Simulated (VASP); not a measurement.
GaSb, 2 atoms in the cell. It takes space group I-4m2 (No. 119, tetragonal). The conventional cell has a = 5.507 Å, b = 5.507 Å, c = 3.181 Å, α = 90.00°, β = 90.00°, γ = 90.00°. Around Sb (site symmetry -4m2) lie 4 Ga at 2.87 Å and 2 Sb at 3.18 Å. Ga (site symmetry -4m2) has 4 Sb at 2.87 Å and 2 Ga at 3.18 Å as nearest neighbours. Measurements of this composition are mostly on another form, of space group No. 216.

```yaml
Program: VASP 6.6.1
Task: single point
Functional: PBE
Potentials_or_basis: VASP PAW PBE potentials, release 64 (Sb_d_GW, Ga_d_GW)
Cutoff: 500 eV
k_mesh: 5 × 5 × 5
Occupations: gaussian, width 0.02 eV
Spin: no spin polarisation
Further_INCAR_settings: ALGO = Normal; EDIFF = 1e-06; NBANDS = 21
```

Potentials or basis: VASP PAW PBE potentials, release 64 (Sb_d_GW, Ga_d_GW).

Launch:

```bash
$ cat potpaw_PBE.64/Sb_d_GW/POTCAR potpaw_PBE.64/Ga_d_GW/POTCAR > POTCAR
$ mpirun -np 1 vasp_std > vasp.out
```

Hardware: 1 thread of Intel(R) Xeon(R) Platinum 8175M CPU @ 2.50GHz (Skylake/Cascade Lake), on a shared host.

Problem. Estimate the wall time of this run.

Solution. Wall time 40 s on 1 thread of Intel(R) Xeon(R) Platinum 8175M CPU @ 2.50GHz (Skylake/Cascade Lake), with other jobs on the host, peak memory 0.19 GiB. Counts: scf iterations 11, k points 18.
